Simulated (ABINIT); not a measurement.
Crystal: WC (Qusongite).

```
W C
1.0
     2.90650    0.00000    0.00000
    -1.45325    2.51710    0.00000
     0.00000    0.00000    2.83660
W C
1 1
Direct
  0.00000 0.00000 0.00000
  0.66667 0.33333 0.50000
```

Base run:

- Program: ABINIT 10.8.3 (patched build)
- Functional: PBEsol
- Potentials or basis: JTH PAW PBE v2.0
- Cutoff: 544 eV
- k mesh: 8 × 8 × 7
- Occupations: fermi-dirac, width 0.05 eV
- Spin: no spin polarisation

Its results: band gap on the k mesh none (metal or under the smearing width); pressure -2.7 GPa.

Task: After a change of settings the same cell gave: band gap on the k mesh none (metal or under the smearing width); pressure -1.9 GPa. Which change was it?
A. potentials or basis from JTH PAW PBE v2.0 to PseudoDojo NC SR PBEsol v0.4 stringent; cutoff from 544 eV to 1116 eV; k mesh from 8 × 8 × 7 to 10 × 10 × 9
B. k mesh from 8 × 8 × 7 to 4 × 4 × 4
C. functional from PBEsol to PW91; k mesh from 8 × 8 × 7 to 10 × 10 × 9
D. potentials or basis from JTH PAW PBE v2.0 to PseudoDojo NC SR PBEsol v0.4.1 standard; cutoff from 544 eV to 1116 eV; k mesh from 8 × 8 × 7 to 10 × 10 × 9

Result: B.

Caveats: some runs use coarse meshes; the PAW data sets were made with another functional, which shifts forces and pressure a little.

Runs at the PBE level aren't shown here.
